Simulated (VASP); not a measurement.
The system is Mg2Si.

```
Si Mg
1.0
     0.00000    3.17969    3.17969
     3.17969    0.00000    3.17969
     3.17969    3.17969    0.00000
Si Mg
1 2
Direct
  0.00000 0.00000 0.00000
  0.25000 0.25000 0.25000
  0.75000 0.75000 0.75000
```

The cell was built by a generator and needn't be a form met in nature.

Program: VASP 6.6.1. Alike in all runs: potentials or basis VASP PAW PBE potentials, release 64 (Si, Mg); no spin polarisation; cell as given; cutoff (eV) 520; smearing gaussian 0.02 eV. Hardware: 4 MPI ranks on Intel(R) Xeon(R) 6975P-C (Granite Rapids) (shared host).

**Question.** Order these runs on this cell by their wall time, lowest first.
A. task band structure; level r2SCAN; k mesh 8 × 8 × 8; further INCAR settings ALGO = Normal; EDIFF = 1e-06
B. task band structure; level PBE0; k mesh 6 × 6 × 6; further INCAR settings ALGO = Normal; EDIFF = 1e-06; grid for exact exchange (PRECFOCK) Fast; exchange at q = 0 truncated
C. task electrostatic potential; level r2SCAN; k mesh 8 × 8 × 8; further INCAR settings ALGO = Normal; EDIFF = 1e-06
D. task electrostatic potential; level PBE; k mesh 8 × 8 × 8; further INCAR settings ALGO = Fast; EDIFF = 1e-06

**Answer.** D (6.2 s), C (23 s), A (53 s), B (280 s).
